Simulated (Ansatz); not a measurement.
Ni in Ansatz: the effect of functional

Crystal: Ni.

```xyz
2
Lattice="2.4480 0.0000 0.0000 -1.2240 2.1201 0.0000 0.0000 0.0000 4.0728" Properties=species:S:1:pos:R:3 pbc="T T T"
Ni    1.2240    0.7067    3.0546
Ni    0.0000    1.4134    1.0182
```

This isn't the form of Ni at room conditions, which is fcc.

Alike in all runs:

| Quantity | Value |
| --- | --- |
| Program | Ansatz 0.2.0 |
| Task | band structure |
| Potentials or basis | Ansatz PAW |
| k mesh | 7 × 7 × 4 |
| Occupations | fermi-dirac, width 0.05 eV |
| Spin | collinear spin, ferromagnetic start |
| Starting moments | [1.0, 1.0] μB |

```csv
functional,cutoff,pressure (GPa),moment (μB)
LDA,420 eV (not typed: the program's choice for these potentials),-11.2,1.16
PBEsol,420 eV (not typed: the program's choice for these potentials),?,?
r2SCAN,500 eV (not typed: the program's choice for these potentials),-0.1,1.66
```

Task: What does the run with functional PBEsol give?

Result: Pressure -3.1 GPa; moment 1.31 μB.

Caveats: all runs use coarse meshes; the PAW data sets come from PBE, with cores solved anew for the run's functional, which leaves a small shift of forces and pressure; the magnetic or orbital state may not be the lowest (some runs).

Runs at the PBE level aren't shown here.
